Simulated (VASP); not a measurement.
Crystal: CaSe.

```xyz
2
Lattice="0.0000 2.9385 2.9385 2.9385 0.0000 2.9385 2.9385 2.9385 0.0000" Properties=species:S:1:pos:R:3 pbc="T T T"
Ca    0.0000    0.0000    0.0000
Se    2.9385    2.9385    2.9385
```

Base run:

- Program: VASP 6.6.1
- Functional: PBE
- Potentials or basis: VASP PAW PBE potentials, release 64 (Ca_sv, Se)
- Cutoff: 520 eV
- k mesh: 6 × 6 × 6
- Occupations: gaussian, width 0.03 eV
- Spin: no spin polarisation

Its results: band gap on the k mesh 1.97 eV, indirect (least direct gap 2.93 eV); pressure 2.3 GPa.

Question: The run is repeated on the same cell with these changes: functional from PBE to PBE0. What comes out?

Answer: Band gap on the k mesh 3.61 eV, indirect (least direct gap 4.69 eV); pressure 1.8 GPa.

PBE0 gives the wider gap, since exact exchange removes part of the self-interaction.

Caveats: the PAW data sets were made with another functional, which shifts forces and pressure a little (some runs).
